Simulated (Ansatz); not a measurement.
Crystal: ZnSe.

```
Se Zn
1.0
     4.10770    0.00000    0.00000
     0.00000    4.10770    0.00000
     0.00000    0.00000    6.07035
Se Zn
2 2
Direct
  0.50000 0.00000 0.75372
  0.00000 0.50000 0.24628
  0.50000 0.50000 0.00000
  0.00000 0.00000 0.00000
```

Measurements of this composition are mostly on another form, of space group No. 216.

Base run:

```yaml
Program: Ansatz 0.2.0
Functional: HSE06 form with a typed share of exact exchange
Potentials_or_basis: Ansatz PAW
Cutoff: "420 eV (not typed: the program's choice for these potentials)"
k_mesh: 4 × 4 × 3
Occupations: fermi-dirac, width 0.05 eV
Spin: no spin polarisation
```

Its results: band gap on the k mesh 3.58 eV, direct; pressure -1.5 GPa; largest force 0.554 eV/Å.

Problem. The run is repeated on the same cell with these changes: share of exact exchange from 0.4 to 0.5. What comes out?

Solution. Band gap on the k mesh 4.01 eV, direct; pressure -1.8 GPa; largest force 0.654 eV/Å.

Caveats: odd divisions of the mesh miss points on the zone boundary, where band edges often lie, so the gap on the mesh can be too wide; the PAW data sets come from PBE, with cores solved anew for the run's functional, which leaves a small shift of forces and pressure; the thresholds are loose for stress.

A k mesh can miss the band edges.
